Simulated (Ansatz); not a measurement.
# Iridium, hcp under PBE: ground state and equation of state

What does PBE give for iridium in the hcp structure? We relax it, solve it on a dense k-mesh, switch on spin-orbit coupling, then scale the cell to 7 volumes from 88 to 112 % of the relaxed one and try a fit of the equation of state. The k-meshes are 13×13×7 for the relaxation; 22×22×12 for the dense run; 13×13×7 for spin-orbit coupling; 15×15×8 for the volumes.

This is Ir in the hcp structure; at room conditions it is fcc.

Program: Ansatz 0.2.0. Level of theory: DFT PBE, plane waves (420 eV) with PAW, scalar-relativistic. These are calculated values, not measurements.

### 1 The starting structure

The structure is hexagonal, space group P6_3/mmc (No. 194). The conventional cell has a = 2.715 Å, b = 2.715 Å, c = 4.433 Å, α = 90.00°, β = 90.00°, γ = 120.00°. Around Ir (site symmetry -6m2) lie 12 Ir at 2.71 Å.

As a file:

```cif
data_structure
_symmetry_space_group_name_H-M 'P6_3/mmc'
_symmetry_Int_Tables_number 194
_cell_length_a 2.7149
_cell_length_b 2.7149
_cell_length_c 4.4334
_cell_angle_alpha 90.000
_cell_angle_beta 90.000
_cell_angle_gamma 120.000
_cell_volume 28.30
loop_
_atom_site_label
_atom_site_type_symbol
_atom_site_symmetry_multiplicity
_atom_site_Wyckoff_symbol
_atom_site_fract_x
_atom_site_fract_y
_atom_site_fract_z
_atom_site_occupancy
Ir1 Ir 2 c 0.33333 0.66667 0.25000 1
```

### 2 Relaxation of the cell

File input.yaml:

```yaml
crystal:
  lattice:
    - [2.7148619862, 0.0, 0.0]
    - [-1.3574309931, 2.3511394478, 0.0]
    - [0.0, 0.0, 4.4333696235]
  atoms:
    - { symbol: Ir, position: [0.3333333333, 0.6666666667, 0.25] }
    - { symbol: Ir, position: [0.6666666667, 0.3333333333, 0.75] }
hamiltonian:
  xc: pbe
  pseudopotentials:
    kind: paw
    azcp:
      Ir: "pseudopotentials/Ir.paw.azcp"
basis:
  ecutwfc: 420
  fft_grid_basis: typed
kpoints:
  mp_grid: { grid: [13, 13, 7], shift: [0, 0, 0] }
magnetization:
  spin_polarized: false
scf:
  occupations: { method: fermi_dirac, width: 0.1 }
relax:
  max_steps: 60
  f_tol: 0.01
  cell: {}
```

What it wrote:

```text
Engine: ansatz 0.2.0, x86_64-unknown-linux-gnu
Pseudopotentials: kind: paw
Pseudopotential: Ir, paw, valence charge 17, recommended cutoff 420 eV (normal), <dir>
Functional definition: PBE
  parameter kappa = 0.804
  parameter beta = 0.06672455060314922
  exchange = pbe_x(kappa = kappa, mu = beta*pi^2/3)
  correlation = pbe_c(beta = beta)
Crystal: 2 atoms, lattice volume = 28.298 Å³
Basis set: ecut = 420 eV, 549 PW (Γ), exchange–correlation on 40×40×60 points (8 copies of the dense FFT grid, shifted against one another)
Bands: 21, of which v1, the nominal top of the filled ones, is band 17 counted from 1 (16 counted from 0)
Symmetry: 24 space group operations
Space group: P63/mmc (ITA 194), of the structure as read, at distance tolerance 3.0e-5 Å
k-points: 84 of 1183
Non-local potential: Ir, projectors of the file, l = 0: 3, l = 1: 2, l = 2: 2, l = 3: 1
PAW form: soft (Blöchl's): semilocal exchange-correlation on the pseudo side does not see the compensation charge
PAW one-centre angular grid: Ir, 590 points (default); XC on 64 Gauss nodes
Initial density: superposition of atomic densities (neutral atoms: chi_scale 0, normalization atom), corrected by the library's trained network
Initial wavefunctions: pseudopotential atomic-orbital guess
Functional: x = pbe(κ = 0.804, μ = 0.2195149727645171), c = pbe(β = 0.06672455060314922)
SCF iter   1: F=—  HF=-23870.465913 eV  |F-HF|=—  |Δ(HF+E_count)|=         —  Δρ=7.84e-3  dr2=5.38e-3  ethr=1.77e-3  ⟨swp⟩=4.6  Hψ=6821  notcnv=0
preconditioner: auto → none  [metal: Δε(μ)=0.013 eV  Ē_g=8.045 eV  σ=0.100 eV  W_gap=0.03  n_scr=8 (ndim 8)  ℏωp=29.6 eV  f_vac=0.000  D(μ)=2.55/eV (n_scr^D=34)  sad-step TF]
SCF iter   2: F=—  HF=-23870.469786 eV  |F-HF|=—  |Δ(HF+E_count)|=   3.87e-3  Δρ=4.65e-3  dr2=1.97e-3  ethr=1.58e-5  ⟨swp⟩=2.0  Hψ=2947  notcnv=0
SCF iter   3: F=—  HF=-23870.471446 eV  |F-HF|=—  |Δ(HF+E_count)|=   1.66e-3  Δρ=2.54e-4  dr2=6.57e-6  ethr=5.80e-6  ⟨swp⟩=2.0  Hψ=2522  notcnv=0
SCF iter   4: F=—  HF=-23870.471476 eV  |F-HF|=—  |Δ(HF+E_count)|=   3.01e-5  Δρ=4.58e-5  dr2=3.72e-7  ethr=1.93e-8  ⟨swp⟩=2.0  Hψ=2563  notcnv=0
iter 5 did not close the SCF: its close was put off for the readings that it lacked (scf_convergence_deferred on its scf_iter line)
SCF iter   5: F=-23870.471476 eV  HF=-23870.471476 eV  |F-HF|=7.21e-9  |Δ(HF+E_count)|=   7.93e-8  Δρ=9.66e-6  dr2=1.34e-8  ethr=1.09e-9  ⟨swp⟩=2.0  Hψ=2925  notcnv=0
SCF iter   6: F=-23870.471476 eV  HF=-23870.471476 eV  |F-HF|=3.27e-11  |Δ(HF+E_count)|=   3.77e-9  Δρ=1.50e-6  dr2=1.64e-10  ethr=3.95e-11  ⟨swp⟩=2.0  Hψ=5360  notcnv=0
SCF 1 converged in 6 iterations: F = -23870.471476 eV  dr2 = 1.64e-10
relax step   1: F+E_penalty+E_count = -23870.47147565 eV  Δ(F+E_penalty+E_count) = +0.000e0 eV  max|allowed force component| = 1.619e-16 eV/Å  Δτ_max = 0.0000 Å  P = +11.123 GPa  Ω = 28.298 Å³  (6 SCF iters, dr2 threshold 1.00e-7 eV, accepted)
Crystal: 2 atoms, lattice volume = 30.787 Å³
Basis set: ecut = 420 eV, 603 PW (Γ), exchange–correlation on 40×40×60 points (8 copies of the dense FFT grid, shifted against one another)
Initial density: handed on by an earlier stage of this run
Initial wavefunctions: those handed on with the density
iter 1 solved again at ethr=9.88e-6 eV; its pass at ethr=3.10e-3 eV (dr2=3.36e-3 eV) is discarded
SCF iter   1: F=—  HF=-23870.414897 eV  |F-HF|=—  |Δ(HF+E_count)|=         —  Δρ=3.95e-3  dr2=3.42e-3  ethr=9.88e-6  ⟨swp⟩=2.2  Hψ=10412  notcnv=0
preconditioner: auto → Kerker (q_TF=auto, 2.774 Å⁻¹)  [metal: Δε(μ)=0.032 eV  Ē_g=7.246 eV  σ=0.100 eV  W_gap=0.08  n_scr=10 (ndim 8)  ℏωp=28.4 eV  f_vac=0.000  D(μ)=2.95/eV (n_scr^D=36)]
SCF iter   2: F=—  HF=-23870.414446 eV  |F-HF|=—  |Δ(HF+E_count)|=   4.50e-4  Δρ=2.26e-3  dr2=1.00e-3  ethr=9.88e-6  ⟨swp⟩=1.9  Hψ=2439  notcnv=0
SCF iter   3: F=—  HF=-23870.414354 eV  |F-HF|=—  |Δ(HF+E_count)|=   9.26e-5  Δρ=2.62e-4  dr2=9.98e-6  ethr=2.94e-6  ⟨swp⟩=2.0  Hψ=2479  notcnv=0
SCF iter   4: F=—  HF=-23870.414361 eV  |F-HF|=—  |Δ(HF+E_count)|=   7.60e-6  Δρ=4.33e-5  dr2=4.35e-7  ethr=2.93e-8  ⟨swp⟩=2.2  Hψ=2754  notcnv=0
iter 5 did not close the SCF: its close was put off for the readings that it lacked (scf_convergence_deferred on its scf_iter line)
SCF iter   5: F=-23870.414362 eV  HF=-23870.414362 eV  |F-HF|=7.52e-9  |Δ(HF+E_count)|=   1.61e-8  Δρ=7.69e-6  dr2=1.96e-8  ethr=1.28e-9  ⟨swp⟩=2.5  Hψ=2782  notcnv=0
SCF iter   6: F=-23870.414362 eV  HF=-23870.414362 eV  |F-HF|=2.84e-10  |Δ(HF+E_count)|=   3.66e-9  Δρ=2.02e-6  dr2=1.15e-9  ethr=5.77e-11  ⟨swp⟩=2.0  Hψ=5327  notcnv=0
SCF 2 converged in 6 iterations: F = -23870.414362 eV  dr2 = 1.15e-9
relax step   2: F+E_penalty+E_count = -23870.41436151 eV  Δ(F+E_penalty+E_count) = +5.711e-2 eV  max|allowed force component| = 1.850e-17 eV/Å  Δτ_max = 0.0000 Å  P = -16.070 GPa  Ω = 30.787 Å³  energy of the carried Pulay correction = -1.308e-3 eV  (6 SCF iters, dr2 threshold 2.00e-7 eV, rejected (line search))
Crystal: 2 atoms, lattice volume = 29.271 Å³
Basis set: ecut = 420 eV, 573 PW (Γ), exchange–correlation on 40×40×60 points (8 copies of the dense FFT grid, shifted against one another)
iter 1 solved again at ethr=3.61e-6 eV; its pass at ethr=3.10e-3 eV (dr2=1.23e-3 eV) is discarded
SCF iter   1: F=—  HF=-23870.500848 eV  |F-HF|=—  |Δ(HF+E_count)|=         —  Δρ=2.40e-3  dr2=1.23e-3  ethr=3.61e-6  ⟨swp⟩=1.9  Hψ=9763  notcnv=0
preconditioner: auto → none  [metal: Δε(μ)=0.018 eV  Ē_g=7.723 eV  σ=0.100 eV  W_gap=0.04  n_scr=8 (ndim 8)  ℏωp=29.1 eV  f_vac=0.000  D(μ)=2.71/eV (n_scr^D=34)]
SCF iter   2: F=—  HF=-23870.500578 eV  |F-HF|=—  |Δ(HF+E_count)|=   2.70e-4  Δρ=9.30e-4  dr2=9.10e-5  ethr=3.61e-6  ⟨swp⟩=2.0  Hψ=2474  notcnv=0
SCF iter   3: F=—  HF=-23870.500609 eV  |F-HF|=—  |Δ(HF+E_count)|=   3.12e-5  Δρ=2.64e-4  dr2=6.78e-6  ethr=2.68e-7  ⟨swp⟩=1.2  Hψ=1950  notcnv=0
SCF iter   4: F=—  HF=-23870.500616 eV  |F-HF|=—  |Δ(HF+E_count)|=   6.76e-6  Δρ=1.53e-5  dr2=2.34e-8  ethr=2.00e-8  ⟨swp⟩=2.5  Hψ=2489  notcnv=0
SCF iter   5: F=—  HF=-23870.500616 eV  |F-HF|=—  |Δ(HF+E_count)|=   2.43e-7  Δρ=2.47e-6  dr2=7.18e-10  ethr=6.88e-11  ⟨swp⟩=2.1  Hψ=3128  notcnv=0
SCF iter   6: F=-23870.500616 eV  HF=-23870.500616 eV  |F-HF|=7.28e-12  |Δ(HF+E_count)|=  2.55e-10  Δρ=2.29e-7  dr2=7.98e-12  ethr=1.00e-12  ⟨swp⟩=4.0  Hψ=9138  notcnv=0
SCF 3 converged in 6 iterations: F = -23870.500616 eV  dr2 = 7.98e-12
relax step   3: F+E_penalty+E_count = -23870.50061565 eV  Δ(F+E_penalty+E_count) = -2.914e-2 eV  max|allowed force component| = 1.018e-16 eV/Å  Δτ_max = 0.0000 Å  P = -1.205 GPa  Ω = 29.271 Å³  energy of the carried Pulay correction = -5.237e-4 eV  (6 SCF iters, accepted)
Crystal: 2 atoms, lattice volume = 29.167 Å³
iter 1 solved again at ethr=1.48e-8 eV; its pass at ethr=3.10e-3 eV (dr2=5.04e-6 eV) is discarded
SCF iter   1: F=—  HF=-23870.501053 eV  |F-HF|=—  |Δ(HF+E_count)|=         —  Δρ=1.89e-4  dr2=5.56e-6  ethr=1.48e-8  ⟨swp⟩=3.3  Hψ=9574  notcnv=0
preconditioner: auto → none  [metal: Δε(μ)=0.023 eV  Ē_g=7.754 eV  σ=0.100 eV  W_gap=0.06  n_scr=8 (ndim 8)  ℏωp=29.2 eV  f_vac=0.000  D(μ)=2.70/eV (n_scr^D=34)]
SCF iter   2: F=—  HF=-23870.501073 eV  |F-HF|=—  |Δ(HF+E_count)|=   1.98e-5  Δρ=8.09e-5  dr2=6.01e-7  ethr=1.48e-8  ⟨swp⟩=2.0  Hψ=2457  notcnv=0
iter 3 did not close the SCF: its close was put off for the readings that it lacked (scf_convergence_deferred on its scf_iter line)
SCF iter   3: F=-23870.501073 eV  HF=-23870.501073 eV  |F-HF|=5.60e-9  |Δ(HF+E_count)|=   9.93e-8  Δρ=1.72e-5  dr2=2.98e-8  ethr=1.77e-9  ⟨swp⟩=1.1  Hψ=1774  notcnv=0
iter 4 did not close the SCF: its close was put off for the readings that it lacked (scf_convergence_deferred on its scf_iter line)
SCF iter   4: F=-23870.501073 eV  HF=-23870.501073 eV  |F-HF|=1.02e-10  |Δ(HF+E_count)|=   9.08e-9  Δρ=1.51e-6  dr2=1.87e-10  ethr=8.76e-11  ⟨swp⟩=2.5  Hψ=2609  notcnv=0
iter 5 did not close the SCF: its close was put off for the readings that it lacked (scf_convergence_deferred on its scf_iter line)
SCF iter   5: F=-23870.501073 eV  HF=-23870.501073 eV  |F-HF|=1.09e-11  |Δ(HF+E_count)|=  1.27e-10  Δρ=1.98e-7  dr2=2.71e-12  ethr=1.00e-12  ⟨swp⟩=2.0  Hψ=2705  notcnv=0
SCF iter   6: F=-23870.501073 eV  HF=-23870.501073 eV  |F-HF|=3.64e-12  |Δ(HF+E_count)|=    0.00e0  Δρ=2.94e-8  dr2=1.37e-13  ethr=1.00e-12  ⟨swp⟩=1.0  Hψ=3864  notcnv=0
SCF 4 converged in 6 iterations: F = -23870.501073 eV  dr2 = 1.37e-13
relax step   4: F+E_penalty+E_count = -23870.50107277 eV  Δ(F+E_penalty+E_count) = -4.571e-4 eV  max|allowed force component| = 6.014e-17 eV/Å  Δτ_max = 0.0000 Å  P = -0.003 GPa  Ω = 29.167 Å³  energy of the carried Pulay correction = -4.686e-4 eV  (6 SCF iters, dr2 threshold 2.00e-7 eV, accepted)
Initial wavefunctions: pseudopotential atomic-orbital guess (no wavefunctions were taken with the density)
iter 1 solved again at ethr=8.91e-9 eV; its pass at ethr=3.10e-3 eV (dr2=3.03e-6 eV) is discarded
SCF iter   1: F=—  HF=-23870.501409 eV  |F-HF|=—  |Δ(HF+E_count)|=         —  Δρ=2.72e-4  dr2=8.33e-7  ethr=8.91e-9  ⟨swp⟩=3.7  Hψ=12458  notcnv=0
SCF iter   2: F=—  HF=-23870.501456 eV  |F-HF|=—  |Δ(HF+E_count)|=   4.75e-5  Δρ=1.35e-4  dr2=1.81e-7  ethr=2.45e-9  ⟨swp⟩=1.1  Hψ=1777  notcnv=0
SCF iter   3: F=—  HF=-23870.501465 eV  |F-HF|=—  |Δ(HF+E_count)|=   9.09e-6  Δρ=9.95e-6  dr2=5.33e-9  ethr=5.32e-10  ⟨swp⟩=2.0  Hψ=3164  notcnv=0
SCF iter   4: F=—  HF=-23870.501465 eV  |F-HF|=—  |Δ(HF+E_count)|=   4.15e-8  Δρ=2.04e-6  dr2=1.28e-10  ethr=1.57e-11  ⟨swp⟩=3.0  Hψ=3383  notcnv=0
iter 5 did not close the SCF: its close was put off for the readings that it lacked (scf_convergence_deferred on its scf_iter line)
SCF iter   5: F=-23870.501465 eV  HF=-23870.501465 eV  |F-HF|=1.09e-11  |Δ(HF+E_count)|=   1.78e-9  Δρ=9.93e-8  dr2=1.23e-12  ethr=1.00e-12  ⟨swp⟩=1.0  Hψ=1764  notcnv=0
SCF iter   6: F=-23870.501465 eV  HF=-23870.501465 eV  |F-HF|=7.28e-12  |Δ(HF+E_count)|=  1.09e-11  Δρ=1.99e-8  dr2=2.91e-14  ethr=1.00e-12  ⟨swp⟩=3.3  Hψ=6505  notcnv=0
SCF 5 converged in 6 iterations: F = -23870.501465 eV  dr2 = 2.91e-14
relax step   5: F+E_penalty+E_count = -23870.50146524 eV  Δ(F+E_penalty+E_count) = -3.925e-4 eV  max|allowed force component| = 5.089e-17 eV/Å  Δτ_max = 0.0000 Å  P = -0.032 GPa  Ω = 29.167 Å³  stress off target by 3.79e-2 GPa  SCF on the basis re-selected at this cell (its energy is not comparable with the rows above)  (6 SCF iters)
basis re-selected at this cell: Δ(F+E_penalty+E_count) = -3.925e-4 eV, ΔP = -0.029 GPa vs the last step (what re-selecting the basis moved, of the pressure what is left beyond the Pulay correction that the steps carried, after the strain that the cell walked since its last selection, with what the two solves' SCF thresholds leave and, on support functions, any second-order correction that the steps lacked; it is no measure of the basis error at this ecutwfc). This SCF's stress stands 3.79e-2 GPa from its target on what of the cell is left free (relax.cell.stress_tol is 5.00e-2 GPa) and its largest allowed force component is 5.09e-17 eV/Å (relax.f_tol is 1.00e-2 eV/Å): within both
SCF converged after 6 iterations
Free energy (F): -23870.501465 eV
Harris-Foulkes:  -23870.501465 eV  (|F-HF|=7.28e-12)
Internal energy: -23870.413745 eV  (E = F + TS)
E sigma→0 (E₀):  -23870.457605 eV
Entropy (-TS):   -0.087720 eV (-43.860 meV/atom)
Fermi energy:    24.989167 eV
--- Per-component energies (eV) ---
  E_band       = -192.441917
  E_kinetic    = 1244.780761
  E_local      = -2198.282549  (includes V_loc(G=0)·N_el)
  E_nonlocal   = 145.120184
  E_hartree    = 839.538820
  E_xc         = -535.482462
  E_vxc        = -599.583645  (∫ρ·V_xc dr)
  E_paw        = -18446.682275  (= ΣΔE_a)
  E_vpaw       = -463.554413  (= ΣTr[D̂ρ^β])
  E_aug_tail   = 0.000111  (compensation charges beyond the density's cutoff)
  E_ewald      = -4919.406334
  E_smearing   = -0.087720  (= −TS)
  E_closure    = 0.000000  (closes the sum)
  Σ components = -23870.501465   (vs F -23870.501465, Δ=0.00e0)
--- Forces (eV/Å), atoms counted from 1 ---
  atom   1  Ir     0.00000000    -0.00000000    -0.00000000
  atom   2  Ir     0.00000000     0.00000000     0.00000000
  max |Σ_I F_I| component: 9.25e-18 eV/Å
--- Stress (GPa, compression-positive) ---
       -0.037902      -0.000000      -0.000000
        0.000000      -0.037902      -0.000000
       -0.000000      -0.000000      -0.020897
  P = ⅓ Tr σ = -0.0322 GPa (-0.322 kbar)
--- Relaxed structure (4 steps of the walk, 3 accepted, 1 SCFs on fresh bases) ---
  F+E_penalty+E_count = -23870.50146524 eV   max|allowed force component| = 5.089e-17 eV/Å   (the final SCF, on the basis selected at the relaxed cell)
  cell:  # Å, volume = 29.1673 Å³
    - [2.748625458580413, 0.0, 0.0]
    - [-1.3743127292902064, 2.38037947261929, 0.0]
    - [0.0, 0.0, 4.457935464035204]
  atoms:
    - { symbol: Ir, position: [0.3333333333333333, 0.6666666666666666, 0.25000000000000006] }
    - { symbol: Ir, position: [0.6666666666666666, 0.3333333333333333, 0.7500000000000001] }
```

It took 15 s on 1 thread of an x86-64 CPU, shared host; peak memory 0.53 GiB.

Step by step:

```
step  energy change (meV/atom)  largest force (eV/Å)  pressure (GPa)  volume (Å³/atom)  accepted
   1                      0.00                0.0000           11.12            14.149       yes
   2                     28.56                0.0000          -16.07            15.394        no
   3                    -14.57                0.0000           -1.21            14.635       yes
   4                    -14.80                0.0000            0.00            14.584       yes
   5                    -14.99                0.0000           -0.03            14.584       yes
```

Steps that repeat a cell are solved on a basis chosen anew, so their changes of energy are no gain of the relaxation.

Changes in the cell that was computed:

|  | before | after | change |
| --- | --- | --- | --- |
| a (Å) | 2.715 | 2.749 | +1.2 % |
| b (Å) | 2.715 | 2.749 | +1.2 % |
| c (Å) | 4.433 | 4.458 | +0.6 % |
| volume (Å³/atom) | 14.149 | 14.584 | +3.1 % |
| shortest distance (Å) | 2.715 | 2.736 | +0.8 % |
| space group (spins left aside) | P6_3/mmc | P6_3/mmc | same |

### 3 Single point on a dense mesh

File input.yaml:

```yaml
crystal:
  lattice:
    - [2.7486254586, 0.0, 0.0]
    - [-1.3743127293, 2.3803794726, 0.0]
    - [0.0, 0.0, 4.457935464]
  atoms:
    - { symbol: Ir, position: [0.3333333333, 0.6666666667, 0.25] }
    - { symbol: Ir, position: [0.6666666667, 0.3333333333, 0.75] }
hamiltonian:
  xc: pbe
  pseudopotentials:
    kind: paw
    azcp:
      Ir: "pseudopotentials/Ir.paw.azcp"
basis:
  ecutwfc: 420
  fft_grid_basis: typed
kpoints:
  mp_grid: { grid: [22, 22, 12], shift: [0, 0, 0] }
magnetization:
  spin_polarized: false
scf:
  occupations: { method: fermi_dirac, width: 0.1 }
```

What it wrote (excerpt; [...] marks lines left out):

```text
[...]
Pseudopotentials: kind: paw
Pseudopotential: Ir, paw, valence charge 17, recommended cutoff 420 eV (normal), <dir>
Functional definition: PBE
[...]
Crystal: 2 atoms, lattice volume = 29.167 Å³
Basis set: ecut = 420 eV, 573 PW (Γ)
Bands: 21, of which v1, the nominal top of the filled ones, is band 17 counted from 1 (16 counted from 0)
Symmetry: 24 space group operations
Space group: P63/mmc (ITA 194), of the structure as read, at distance tolerance 3.1e-5 Å
k-points: 364 of 5808
[...]
SCF iter   1: F=—  HF=-23870.501371 eV  |F-HF|=—  |Δ(HF+E_count)|=         —  Δρ=8.14e-3  dr2=6.21e-3  ethr=1.77e-3  ⟨swp⟩=4.5  Hψ=29178  notcnv=0
[...]
SCF iter   6: F=-23870.506997 eV  HF=-23870.506997 eV  |F-HF|=4.37e-11  |Δ(HF+E_count)|=   4.83e-9  Δρ=1.68e-6  dr2=2.06e-10  ethr=5.29e-11  ⟨swp⟩=1.0  Hψ=19947  notcnv=0
[...]
SCF converged after 6 iterations
Free energy (F): -23870.506997 eV
[...]
E sigma→0 (E₀):  -23870.466155 eV
Entropy (-TS):   -0.081685 eV (-40.842 meV/atom)
Fermi energy:    24.970283 eV
[...]
```

It took 10 s on 1 thread of an x86-64 CPU, shared host; peak memory 0.6 GiB.

### 4 With spin-orbit coupling

input.yaml: that of step 3 with these lines changed.

```diff
@@ -11,3 +11,3 @@
   pseudopotentials:
-    kind: paw
+    kind: paw_fr
     azcp:
@@ -18,5 +18,6 @@
 kpoints:
-  mp_grid: { grid: [22, 22, 12], shift: [0, 0, 0] }
+  mp_grid: { grid: [13, 13, 7], shift: [0, 0, 0] }
 magnetization:
-  spin_polarized: false
+  noncollinear: true
+  spin_orbit: true
 scf:
```

What it wrote (excerpt; [...] marks lines left out):

```text
[...]
Pseudopotentials: kind: paw_fr
Pseudopotential: Ir, paw_fr, valence charge 17, recommended cutoff 420 eV (normal), <dir>
Functional definition: PBE
[...]
non-collinear run that drives no moment, with spin-orbit: no starting moment large enough to seed its density (crystal.atoms[].spin), no starting occupations that ask for one, no magnetisation constraint and no magnetic field, so the semilocal B_xc is pinned to zero
Crystal: 2 atoms, lattice volume = 29.167 Å³
Basis set: ecut = 420 eV, 573 PW (Γ)
Bands: 42, of which v1, the nominal top of the filled ones, is band 34 counted from 1 (33 counted from 0)
Symmetry: 24 space group operations + 24 with time reversal
Magnetic group: BNS 194.264 (UNI 1494), of the structure as read, at distance tolerance 3.1e-5 Å
k-points: 84 of 1183
Projection manifold: j_resolved (fully-relativistic pseudo-atomic orbitals)
[...]
SCF iter   1: F=—  HF=-23934.378655 eV  |F-HF|=—  |Δ(HF+E_count)|=         —  Δρ=4.02e-2  dr2=4.17e-1  dr2_m=0.00e0 (ungated)  ethr=3.10e-3  |M|=0.00e0 ∫|m|=0.00e0 μB  |m|>n=0.0e0 m-floor=0.0e0 τ_xc=0.0e0  β_m=0.30  ⟨swp⟩=6.9  Hψ=7844  notcnv=0  defer=2
[...]
SCF iter   7: F=-23934.240272 eV  HF=-23934.240272 eV  |F-HF|=1.56e-10  |Δ(HF+E_count)|=   1.99e-9  Δρ=1.20e-6  dr2=2.74e-10  dr2_m=0.00e0 (ungated)  ethr=2.77e-11  |M|=0.00e0 ∫|m|=0.00e0 μB  |m|>n=0.0e0 m-floor=0.0e0 τ_xc=0.0e0  ⟨swp⟩=1.0  Hψ=4798  notcnv=0
[...]
SCF converged after 7 iterations
Magnetization: |M| = 0.0000 μB,  M = (+0.0000, +0.0000, +0.0000) μB
Absolute magnetization: 0.0000 μB (∫|m|)
  site 0: m = (+0.0000, +0.0000, +0.0000) μB, |m| = 0.0000 μB  (R = 1.13 Å)
  site 1: m = (+0.0000, +0.0000, +0.0000) μB, |m| = 0.0000 μB  (R = 1.13 Å)
Free energy (F): -23934.240272 eV
[...]
E sigma→0 (E₀):  -23934.197951 eV
Entropy (-TS):   -0.084643 eV (-42.321 meV/atom)
Fermi energy:    25.052280 eV
[...]
```

It took 15 s on 1 thread of an x86-64 CPU, shared host; peak memory 0.55 GiB.

Side by side:

```csv
,scalar-relativistic,with spin-orbit coupling
k-mesh,22×22×12,13×13×7
gap on the mesh,none (levels filled in part),none (levels filled in part)
```

The meshes differ, so small differences between the columns need not come from spin-orbit coupling.

### 5 At 88 % of the relaxed volume

File input.yaml:

```yaml
crystal:
  lattice:
    - [2.6339637204, 0.0, 0.0]
    - [-1.3169818602, 2.2810794945, 0.0]
    - [0.0, 0.0, 4.2719681008]
  atoms:
    - { symbol: Ir, position: [0.3333333333, 0.6666666667, 0.25] }
    - { symbol: Ir, position: [0.6666666667, 0.3333333333, 0.75] }
hamiltonian:
  xc: pbe
  pseudopotentials:
    kind: paw
    azcp:
      Ir: "pseudopotentials/Ir.paw.azcp"
basis:
  ecutwfc: 420
  fft_grid_basis: typed
kpoints:
  mp_grid: { grid: [15, 15, 8], shift: [0, 0, 0] }
magnetization:
  spin_polarized: false
scf:
  occupations: { method: fermi_dirac, width: 0.1 }
  lower_state_search: "off"
output:
  stress: true
```

What it wrote (excerpt; [...] marks lines left out):

```text
[...]
Pseudopotentials: kind: paw
Pseudopotential: Ir, paw, valence charge 17, recommended cutoff 420 eV (normal), <dir>
Functional definition: PBE
[...]
Crystal: 2 atoms, lattice volume = 25.667 Å³
Basis set: ecut = 420 eV, 525 PW (Γ)
Bands: 21, of which v1, the nominal top of the filled ones, is band 17 counted from 1 (16 counted from 0)
Symmetry: 24 space group operations
Space group: P63/mmc (ITA 194), of the structure as read, at distance tolerance 2.9e-5 Å
k-points: 135 of 1800
[...]
SCF iter   1: F=—  HF=-23869.932033 eV  |F-HF|=—  |Δ(HF+E_count)|=         —  Δρ=9.47e-3  dr2=5.56e-3  ethr=1.77e-3  ⟨swp⟩=4.9  Hψ=11539  notcnv=0
[...]
SCF iter   6: F=-23869.936039 eV  HF=-23869.936039 eV  |F-HF|=4.00e-11  |Δ(HF+E_count)|=   1.88e-9  Δρ=1.40e-6  dr2=1.12e-10  ethr=2.00e-11  ⟨swp⟩=1.9  Hψ=8894  notcnv=0
[...]
SCF converged after 6 iterations
Free energy (F): -23869.936039 eV
[...]
E sigma→0 (E₀):  -23869.904155 eV
Entropy (-TS):   -0.063770 eV (-31.885 meV/atom)
Fermi energy:    29.292701 eV
[...]
--- Stress (GPa, compression-positive) ---
       59.815301       0.000000      -0.000000
       -0.000000      59.815301      -0.000000
       -0.000000      -0.000000      60.865503
  P = ⅓ Tr σ = 60.1654 GPa (601.654 kbar)
```

It took 4.4 s on 1 thread of an x86-64 CPU, shared host; peak memory 0.52 GiB.

[end of part 1 of 2]
